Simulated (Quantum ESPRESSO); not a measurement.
PbSe (Clausthalite): dielectric tensor and Born charges under several settings

```
Pb Se
1.0
     0.00000    3.06065    3.06065
     3.06065    0.00000    3.06065
     3.06065    3.06065    0.00000
Pb Se
1 1
Direct
  0.00000 0.00000 0.00000
  0.50000 0.50000 0.50000
```

All runs used Quantum ESPRESSO 7.5; potentials GBRV 1.5 LDA; given cell; no spin polarisation; cutoff 612 eV; occupations smeared at first, fixed for the response.

| level | k mesh (s: shifted) | pressure (GPa) | ε∞ (diagonal) | Born charge of atom 1 (e) | sum of the Born charges (e) |
| --- | --- | --- | --- | --- | --- |
| LDA | 4 × 4 × 4s | ? | ? | ? | ? |
| LDA | 6 × 6 × 6s | -2.3 | 22.99 | 5.02 | 0.00 |
| LDA | 8 × 8 × 8s | -2.3 | 23.39 | 5.01 | 0.01 |
| LDA | 10 × 10 × 10s | -2.3 | 23.61 | 4.98 | 0.01 |

What stands in the row left open?

Pressure -2.4 GPa; ε∞ 17.60; Born charge of atom 1 4.93 e; sum of the Born charges 0.45 e.

For the row left open. Caveat: the mesh is thin for the dielectric tensor, Born charges and intensities, which usually come out too large; the Born charges break their sum rule by 0.45 e, a sign of too thin a mesh.
